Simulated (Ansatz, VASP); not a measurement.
## One calculation of GaSb, two programs

```
CELL_PARAMETERS angstrom
0.00000 3.16704 3.16704
3.16704 0.00000 3.16704
3.16704 3.16704 0.00000
ATOMIC_POSITIONS crystal
Ga 0.00000 0.00000 0.00000
Sb 0.75000 0.75000 0.75000
```

Alike in both runs: task single point; functional r2SCAN; k mesh 12 × 12 × 12; occupations gaussian, width 0.1 eV; no spin polarisation.

|  | VASP | Ansatz |
| --- | --- | --- |
| version | VASP 6.6.1 | Ansatz 0.2.0 |
| potentials or method | VASP PAW PBE potentials, release 64 (Ga_d, Sb) | scalar-relativistic, plane waves, PAW |
| plane-wave cutoff (eV) | 520 | 500 |
| valence electrons in the cell | 18 | 28 |

VASP gave:

```
gap on the k mesh at the Fermi level (eV) : none
pressure (GPa)                            : -4.0
```

Question: Which values does Ansatz return?

Answer: gap on the k mesh at the Fermi level (eV): none; pressure (GPa): -4.1.

A gap of «none» marks a metal or a gap that the smearing closes. The two sets of potentials don't hold the same shells in valence.

Caveats: the PAW data sets were made with another functional, which shifts forces and pressure a little (VASP). Spin-orbit coupling is left out, which matters for the levels of Sb.
